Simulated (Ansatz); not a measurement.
KBr (rocksalt): gap against strain (xy shear, engineering strain (angle))

KBr built on the rocksalt prototype, relaxed with r2SCAN in Ansatz 0.2.0, then strained (xy shear, engineering strain (angle); angles, axes as in the cell below) with the atoms relaxed again within the symmetry that is left. The symmetry is Fm-3m (No. 225, cubic); conventional cell a = 6.604 Å, 36.01 Å³ an atom. Around K lie 6 Br at 3.30 Å; around Br lie 6 K at 3.30 Å. Calculated for a static, non-magnetic cell.

```yaml
crystal:
  lattice:
    - [0.00000, 3.30225, 3.30225]
    - [3.30225, 0.00000, 3.30225]
    - [3.30225, 3.30225, 0.00000]
  atoms:
    - { symbol: K, position: [0.00000, 0.00000, 0.00000] }
    - { symbol: Br, position: [0.50000, 0.50000, 0.50000] }
```

Gaps are the least over each mesh (PBE 6×6×6, r2SCAN 6×6×6, HSE06 4×4×4 when unstrained) and the special points, which keep their unstrained names; stress is the change from the unstrained cell, compression positive.

| strain (%) | gap, PBE (eV) | gap, r2SCAN (eV) | gap, HSE06 (eV) | edges, HSE06 | xy stress, r2SCAN (GPa) | energy rise, r2SCAN (meV/atom) |
| --- | --- | --- | --- | --- | --- | --- |
| -1.54 | 4.412 | 5.053 | 5.578 | Γ | +0.08 | 0.1 |
| 0.0 | 4.430 | 5.071 | 5.596 | Γ | 0.00 | 0.0 |
| +0.86 | 4.420 | 5.061 | 5.586 | Γ | -0.05 | 0.0 |
| +1.79 | 4.409 | 5.050 | 5.575 | Γ | -0.09 | 0.2 |
| +2.17 | 4.404 | 5.045 | 5.570 | Γ | -0.12 | 0.3 |
| +5.25 | 4.361 | 5.000 | 5.525 | Γ | -0.28 | 1.7 |
| +5.85 | 4.352 | 4.991 | 5.515 | Γ | -0.31 | 2.1 |

The runs are scalar-relativistic, without spin-orbit coupling.

The meshes of the hybrids are coarse, so their gaps aren't converged to the digits shown.
